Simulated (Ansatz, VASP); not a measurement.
# One calculation of Al2Au, two programs

```xyz
3
Lattice="0.0000 3.0304 3.0304 3.0304 0.0000 3.0304 3.0304 3.0304 0.0000" Properties=species:S:1:pos:R:3 pbc="T T T"
Al    1.5152    1.5152    1.5152
Al    4.5456    4.5456    4.5456
Au    0.0000    0.0000    0.0000
```

Alike in both runs: functional PBE; k mesh 12 × 12 × 12; occupations gaussian, width 0.1 eV; no spin polarisation.

Ansatz relaxed the structure, and its values are those at the end. VASP's run is a single point on that final structure, the one shown.

```csv
,VASP,Ansatz
version,VASP 6.6.1,Ansatz 0.2.0
potentials or method,"VASP PAW PBE potentials, release 64 (Al, Au)","scalar-relativistic, plane waves, PAW"
plane-wave cutoff (eV),520,420
valence electrons in the cell,17,25
```

Ansatz gave:

```
gap on the k mesh at the Fermi level (eV) : none
pressure (GPa)                            : 0.0
```

Problem. Estimate VASP's values.

Solution. gap on the k mesh at the Fermi level (eV): none; pressure (GPa): -0.2.

A gap of «none» marks a metal or a gap that the smearing closes. The functional is the same, so the differences come from potentials, cutoffs and numerics. The two sets of potentials don't hold the same shells in valence.

The runs have no spin-orbit coupling, so splittings on Au are missing.
